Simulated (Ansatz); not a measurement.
Crystal: Sb.

```
CELL_PARAMETERS angstrom
2.15420 1.24373 3.75800
-2.15420 1.24373 3.75800
0.00000 -2.48746 3.75800
ATOMIC_POSITIONS crystal
Sb 0.76651 0.76651 0.76651
Sb 0.23349 0.23349 0.23349
```

| Quantity | Value |
| --- | --- |
| Program | Ansatz 0.2.0 |
| Task | relaxation of cell and atoms |
| Functional | LDA |
| Potentials or basis | Ansatz PAW |
| Cutoff | 420 eV (not typed: the program's choice for these potentials) |
| k mesh | 8 × 8 × 8 |
| Occupations | fermi-dirac, width 0.05 eV |
| Spin | no spin polarisation |

At the start: volume 30.21 Å³/atom.

Question: Where does the relaxation end?

Answer: It ends after 5 steps and the volume is 29.24 Å³/atom (-3.2 %); space group R-3m (No. 166, to 0.05 Å).

The path:
| step | energy change (eV) | largest force (eV/Å) | volume (Å³) |
| --- | --- | --- | --- |
| 1 | 0.0000 | 0.0104 | 60.41 |
| 2 | -0.0067 | 0.1174 | 58.13 |
| 3 | -0.0094 | 0.0373 | 58.55 |
| 4 | -0.0100 | 0.0089 | 58.47 |
| 5 | -0.0095 | 0.0089 | 58.47 |

Final structure:
```
Sb
1.0
     2.14872    1.24056    3.65598
    -2.14872    1.24056    3.65598
     0.00000   -2.48113    3.65598
Sb
2
Cartesian
  0.0000 0.0000 8.3865
  0.0000 0.0000 2.5814
```

Caveat: the plane-wave basis is chosen anew once the cell has moved, so the energies of steps on either side of that aren't comparable; the PAW data sets come from PBE, with cores solved anew for the run's functional, which leaves a small shift of forces and pressure.
